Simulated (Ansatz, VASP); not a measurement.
**Two plane-wave programs on Al**

```xyz
2
Lattice="2.8633 0.0000 0.0000 -1.4317 2.4797 0.0000 0.0000 0.0000 4.6758" Properties=species:S:1:pos:R:3 pbc="T T T"
Al    0.0000    1.6532    1.1690
Al    1.4317    0.8266    3.5069
```

This isn't the form of Al at room conditions, which is fcc.

Alike in both runs: task single point; functional LDA; k mesh 9 × 9 × 4; occupations gaussian, width 0.1 eV; no spin polarisation.

|  | VASP | Ansatz |
| --- | --- | --- |
| version | VASP 6.6.1 | Ansatz 0.2.0 |
| potentials or method | VASP PAW LDA potentials, release 64 (Al) | scalar-relativistic, plane waves, PAW |
| plane-wave cutoff (eV) | 520 | 420 |
| valence electrons in the cell | 6 | 6 |

|  | VASP | Ansatz | Ansatz less VASP |
| --- | --- | --- | --- |
| gap on the k mesh at the Fermi level (eV) | none | none | - |
| pressure (GPa) | -2.9 | -3.0 | -0.07 |
| largest component of the traceless stress (GPa) | 0.74 | 0.74 | -0.004 |

A gap of «none» marks a metal or a gap that the smearing closes.
